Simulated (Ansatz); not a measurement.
The system is KBr.

```
Br K
1.0
     0.00000    3.30000    3.30000
     3.30000    0.00000    3.30000
     3.30000    3.30000    0.00000
Br K
1 1
Cartesian
  3.3000 3.3000 3.3000
  0.0000 0.0000 0.0000
```

Base run:

* Program: Ansatz 0.2.0
* Functional: PBE
* Potentials or basis: Ansatz PAW
* Cutoff: 420 eV (not typed: the program's choice for these potentials)
* k mesh: 7 × 7 × 7
* Occupations: fixed
* Spin: no spin polarisation

Its results: band gap on the k mesh 4.44 eV, direct; electronic dielectric tensor (diagonal) 2.55.

The run is repeated on the same cell with these changes: functional from PBE to PBEsol. What comes out?

Band gap on the k mesh 4.28 eV, direct; electronic dielectric tensor (diagonal) 2.59.

Caveats: odd divisions of the mesh miss points on the zone boundary, where band edges often lie, so the gap on the mesh can be too wide.

A k mesh can miss the band edges.
